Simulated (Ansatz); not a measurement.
**CO2 in Ansatz: the effect of target pressure**

Crystal: CO2.

```
CELL_PARAMETERS angstrom
-1.97473 1.97473 3.01406
1.97473 -1.97473 3.01406
1.97473 1.97473 -3.01406
ATOMIC_POSITIONS crystal
O 0.87500 0.95980 0.58480
O 0.37500 0.29020 0.41520
O 0.04020 0.62500 0.91520
O 0.70980 0.12500 0.08480
C 0.00000 0.00000 0.00000
C 0.75000 0.25000 0.50000
```

The cell comes from a database or a generator and needn't be the stable form of this composition.

Alike in all runs:

| Item | Value |
| --- | --- |
| Program | Ansatz 0.2.0 |
| Task | relaxation of cell and atoms |
| Functional | PBEsol |
| Potentials or basis | Ansatz PAW |
| Cutoff | 420 eV (not typed: the program's choice for these potentials) |
| k mesh | 9 × 9 × 9 |
| Occupations | fermi-dirac, width 0.05 eV |
| Spin | no spin polarisation |

Each run relaxes the cell or the atoms first.

```csv
target pressure,relaxed volume (Å³/atom),gap on the mesh (eV)
0 GPa,7.59,7.67
2 GPa,?,?
5 GPa,7.35,7.69
10 GPa,7.14,7.69
20 GPa,6.78,7.64
30 GPa,6.49,7.51
```

Task: What does the run with target pressure 2 GPa give?

Result: Relaxed volume 7.49 Å³/atom; gap on the mesh 7.68 eV.

Worked out: In Murnaghan's law V^(-B') rises as a straight line in P. The other rows fit best with B' = 3.2, V0 = 7.59 Å³/atom and B0 = 147 GPa, which gives 7.49 Å³/atom at 2 GPa, against the run's 7.49. A parabola through the other rows of the gap on the mesh, of slope 0.00445 eV per GPa there, gives 7.68 eV, against the run's 7.68.

Caveats: odd divisions of the mesh miss points on the zone boundary, where band edges often lie, so the gap on the mesh can be too wide; the plane-wave basis is chosen anew once the cell has moved, so the energies of steps on either side of that aren't comparable; the PAW data sets come from PBE, with cores solved anew for the run's functional, which leaves a small shift of forces and pressure; the volume moved by over 15 % at a fixed basis, so the end points are rough (some runs).

A k mesh can miss the band edges.
